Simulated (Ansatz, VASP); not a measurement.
**SnGeSe2S2: VASP beside Ansatz**

One calculation is typed for both programs; each brings its own data sets. How far apart do they land? The cell is taken from a series of runs on this material, whose earlier steps may have relaxed, scaled, displaced or heated it; both programs get it as it stands.

Main program and level: Ansatz 0.2.0; plane waves, with VASP 6.6.1 beside it; HSE06.

## Step 1: The starting structure

The cell holds 6 atoms: 1 Sn, 2 S, 1 Ge and 2 Se. Cell: a = 3.587 Å, b = 3.587 Å, c = 40.500 Å, α = 90.0°, β = 90.0°, γ = 120.0°. Vacuum lies along c.

## Step 2: VASP: G0W0 gap, HSE06

Quasiparticle shifts depend on high empty states and on the cores, so they are the hardest test of two PAW sets.

Lines of VASP's logs that name or quote its potential files are left out, and so is its time.

The run reads the wave functions of an earlier VASP run, which isn't shown here.

File INCAR:

```
SYSTEM = SnGeSe2S2
PREC = Accurate
ENCUT = 400
ISMEAR = 0
SIGMA = 0.01
LREAL = .FALSE.
LHFCALC = .TRUE.
AEXX = 0.25
GGA = PE
HFSCREEN = 0.2
LASPH = .TRUE.
NBANDS = 410
PRECFOCK = Fast
ALGO = EVGW0
NELMGW = 1
ENCUTGW = 52
NOMEGA = 64
NBANDSGW = 34
LWAVE = .FALSE.
LCHARG = .FALSE.
```

File POSCAR:

```
SnGeSe2S2
1.0
    3.5871182775      0.0000000000      0.0000000000
   -1.7935591387      3.1065355547      0.0000000000
    0.0000000000      0.0000000000     40.5000000000
Sn S Ge Se
1 2 1 2
Direct
    0.0000000000      0.0000000000      0.4301677019
    0.3333333333      0.6666666667      0.4671937754
    0.6666666667      0.3333333333      0.3933903824
    0.6666666667      0.3333333333      0.5697525906
    0.3333333333      0.6666666667      0.6066096176
    0.0000000000      0.0000000000      0.5329402371
```

File KPOINTS:

```
Automatic mesh
0
Gamma
3 3 1
0 0 0
```

PAW data sets: Sn_d_GW, S_GW, Ge_d_GW and Se_GW (PBE family, release 64).

Command:

```sh
export OMP_NUM_THREADS=4
mpirun -np 1 vasp_std
```

Numbers of over 12 decimals in the logs are rounded to 6 here.

Output:

```text
[banner, memory and clock lines left out]
running    1 mpi-ranks, on    1 nodes
 distrk:  each k-point on    1 cores,    1 groups
 distr:  one band on    1 cores,    1 groups
 Offloading initialized ...    1 GPUs detected
 POSCAR found type information on POSCAR SnS GeSe
 POSCAR found :  4 types and       6 ions
|                                                                             |
|           W    W    AA    RRRRR   N    N  II  N    N   GGGG   !!!           |
|           W    W   A  A   R    R  NN   N  II  NN   N  G    G  !!!           |
|           W    W  A    A  R    R  N N  N  II  N N  N  G       !!!           |
|           W WW W  AAAAAA  RRRRR   N  N N  II  N  N N  G  GGG   !            |
|           WW  WW  A    A  R   R   N   NN  II  N   NN  G    G                |
|           W    W  A    A  R    R  N    N  II  N    N   GGGG   !!!           |
|                                                                             |
|     The default for ENCUTGWSOFT is different in this version of VASP.       |
|     please manually set ENCUTGWSOFT =52 in the INCAR file.                  |
|                                                                             |

 LDA part: xc-table for (Slater+PW92), standard interpolation
 found WAVECAR, reading the header
 POSCAR, INCAR and KPOINTS ok, starting setup
 FFT: planning ... GRIDC
 FFT: planning ... GRID_SOFT
 FFT: planning ... GRID
 reading WAVECAR
 the WAVECAR file was read successfully
 initial charge from wavefunction
 available memory per node:   1492.02 GB, setting MAXMEM to   1527825

 The Fermi energy was updated, please check that it is located mid-gap
 values below the HOMO (VB) or above the LUMO (CB) will cause erroneous energies
 E-fermi :  -2.5708

 calculate exact exchange contribution
 the WAVEDER file was read successfully
energies w=
    0.000    0.000    0.637    0.000    1.273    0.000    1.906    0.000
    2.535    0.000    3.159    0.000    3.778    0.000    4.389    0.000
    4.994    0.000    5.591    0.000    6.180    0.000    6.761    0.000
    7.334    0.000    7.900    0.000    8.459    0.000    9.012    0.000
    9.558    0.000   10.099    0.000   10.636    0.000   11.169    0.000
   11.700    0.000   12.228    0.000   12.756    0.000   13.285    0.000
   13.815    0.000   14.347    0.000   14.884    0.000   15.426    0.000
   15.974    0.000   16.532    0.000   17.099    0.000   17.677    0.000
   18.270    0.000   18.878    0.000   19.504    0.000   20.151    0.000
   20.821    0.000   21.518    0.000   22.246    0.000   23.007    0.000
   23.808    0.000   24.653    0.000   25.548    0.000   26.500    0.000
   27.518    0.000   28.612    0.000   29.791    0.000   31.072    0.000
   32.468    0.000   34.001    0.000   35.694    0.000   37.578    0.000
   39.690    0.000   42.078    0.000   44.801    0.000   47.941    0.000
   51.603    0.000   55.931    0.000   61.128    0.000   67.482    0.000
   75.428    0.000   85.641    0.000   99.241    0.000  118.221    0.000
 responsefunction array rank=     408
 LDA part: xc-table for (Slater+PW92), standard interpolation

 min. memory requirement per mpi rank   1134.4 MB, per node   1134.4 MB

 allocating  64 responsefunctions rank=   408
 shmem allocating  64 responsefunctions rank=   408
 response function shared by NCSHMEM nodes    1
 Doing            64  frequencies on each core in blocks of            64
NQ=   1    0.0000    0.0000    0.0000,
|.........|.........|.........|.........|.........|.........|.........|.........
 performed        263000 updates of chi_q(r,r)
 total number of BLAS operations        289.98 Gflops
NQ=   2    0.3333    0.0000    0.0000,
|.........|.........|.........|.........|.........|.........|.........|.........
 performed        693000 updates of chi_q(r,r)
 total number of BLAS operations        787.45 Gflops
NQ=   3    0.3333    0.3333    0.0000,
|.........|.........|.........|.........|.........|.........|.........|.........
 performed       1012000 updates of chi_q(r,r)
 total number of BLAS operations       1212.42 Gflops
 resolving degeneracies of screened two electron integrals

 calculate QP shifts <psi_nk| G(iteration)W_0 |psi_nk>: iteration 1
 entering main loop
```

OUTCAR, selected parts (step 2):

```text
ion  position               nearest neighbor table
   1  0.000  0.000  0.430-   3 2.55   3 2.55   3 2.55   2 2.56   2 2.56   2 2.56
   2  0.333  0.667  0.467-   1 2.56   1 2.56   1 2.56
   3  0.667  0.333  0.393-   1 2.55   1 2.55   1 2.55
   4  0.667  0.333  0.570-   6 2.55   6 2.55   6 2.55   5 2.55   5 2.55   5 2.55
   5  0.333  0.667  0.607-   4 2.55   4 2.55   4 2.55
   6  0.000  0.000  0.533-   4 2.55   4 2.55   4 2.55

  LATTYP: Found a hexagonal cell.
 ALAT       =     3.5871182775
 C/A-ratio  =    11.2903999442

 Subroutine GETGRP returns: Found  6 space group operations
 (whereof  6 operations were pure point group operations)

The static configuration has the point symmetry C_3v.

 Found      3 irreducible k-points:

   k-points           NKPTS =      3   k-points in BZ     NKDIM =      9   number of bands    NBANDS=    410

   dimension x,y,z NGX =    24 NGY =   24 NGZ =  270
   dimension x,y,z NGXF=    48 NGYF=   48 NGZF=  540

   ENCUT  =  400.0 eV  29.40 Ry    5.42 a.u.   5.85  5.85 66.05*2*pi/ulx,y,z

   NELECT =      52.0000    total number of electrons

  energy-cutoff  :      400.00
  volume of cell :      451.31
      direct lattice vectors                 reciprocal lattice vectors
     3.587118278  0.000000000  0.000000000     0.278775307  0.160950999 -0.000000000
    -1.793559139  3.106535555  0.000000000     0.000000000  0.321901997  0.000000000
     0.000000000  0.000000000 40.500000000     0.000000000 -0.000000000  0.024691358

 k-points in reciprocal lattice and weights: Automatic mesh
   0.00000000  0.00000000  0.00000000       0.111
   0.33333333  0.00000000  0.00000000       0.667
   0.33333333  0.33333333  0.00000000       0.222

 E-fermi :  -2.5708

 QP shifts <psi_nk| G(iteration)W_0 |psi_nk>: iteration 1
 for sc-GW calculations column KS-energies equals QP-energies in previous step
 and V_xc(KS)=  KS-energies - (<T + V_ion + V_H > + <T+V_H+V_ion>^1  + <V_x>^1)
 k-point   1 :       0.0000    0.0000    0.0000
  band No.  KS-energies  QP-energies   sigma(KS)   V_xc(KS)     V^pw_x(r,r')   Z            occupation Imag(sigma)
    ...
     23      -3.8879      -3.4995     -12.5963     -13.0495     -15.0674       0.8569       2.0000       0.0223
     24      -3.8879      -3.4995     -12.5963     -13.0495     -15.0674       0.8569       2.0000       0.0223
     25      -3.3250      -2.9559     -12.6595     -13.0952     -14.8820       0.8472       2.0000       0.0209
     26      -3.3250      -2.9559     -12.6595     -13.0952     -14.8820       0.8472       2.0000       0.0209
     27      -1.0829      -0.5732     -10.8052     -11.3838      -7.6218       0.8807       0.0000      -0.0104
     28      -0.1429       0.3992     -11.1408     -11.7645      -7.6294       0.8693       0.0000      -0.0370
     29       0.6133       0.9270      -9.7490     -10.1052      -5.6624       0.8804       0.0000      -0.0314
     30       1.0442       1.3689      -9.8165     -10.1897      -5.7408       0.8701       0.0000      -0.0401
    ...

 k-point   2 :       0.3333    0.0000    0.0000
  band No.  KS-energies  QP-energies   sigma(KS)   V_xc(KS)     V^pw_x(r,r')   Z            occupation Imag(sigma)
    ...
     23      -5.1896      -4.7947     -12.6997     -13.1668     -15.2773       0.8455       2.0000       0.0460
     24      -4.6783      -4.2389     -13.4711     -13.9881     -16.1125       0.8499       2.0000       0.0245
     25      -4.0995      -3.7309     -12.2207     -12.6525     -14.3999       0.8535       2.0000       0.0190
     26      -3.4903      -3.1316     -12.5455     -12.9688     -14.7452       0.8474       2.0000       0.0218
     27      -1.8166      -1.3475     -10.5721     -11.1145      -7.6595       0.8648       0.0000      -0.0017
     28      -1.2972      -0.7860     -10.8150     -11.4024      -7.5378       0.8703       0.0000      -0.0125
     29       1.5833       1.8782      -9.7386     -10.0731      -5.7666       0.8815       0.0000      -0.0461
     30       2.0565       2.2499      -9.2501      -9.4705      -5.2765       0.8775       0.0000      -0.0605
    ...

 k-point   3 :       0.3333    0.3333    0.0000
  band No.  KS-energies  QP-energies   sigma(KS)   V_xc(KS)     V^pw_x(r,r')   Z            occupation Imag(sigma)
    ...
     23      -5.5693      -5.1856     -12.6879     -13.1455     -15.4316       0.8383       2.0000       0.0630
     24      -5.3593      -4.9825     -12.9348     -13.3828     -15.5678       0.8410       2.0000       0.0334
     25      -4.5349      -4.1829     -11.9005     -12.3150     -14.1104       0.8493       2.0000       0.0490
     26      -4.1858      -3.8389     -12.2645     -12.6726     -14.4787       0.8500       2.0000       0.0302
     27      -1.1756      -0.7041     -10.5185     -11.0654      -7.6550       0.8620       0.0000      -0.0119
     28      -0.6891      -0.0949     -11.3721     -12.0577      -8.2637       0.8666       0.0000      -0.0118
     29       2.3365       2.6507      -9.7893     -10.1464      -5.9915       0.8797       0.0000      -0.0525
     30       2.5565       2.8887      -9.9106     -10.2883      -5.9329       0.8793       0.0000      -0.0803
    ...
```

[end of part 1 of 2]

[Lines on the potential files, build, host, timing and source positions are cut from VASP's logs without a mark.]

[Logs are printed without paths, hosts, clocks, repeated set-up lines and the standing remarks that a program may print on its own settings, such as how far it seeks lower states.]

[Hosts, paths, dates, database ids (printed as entryN), source tags and the programs' standing remarks are cut or masked in the printed files.]
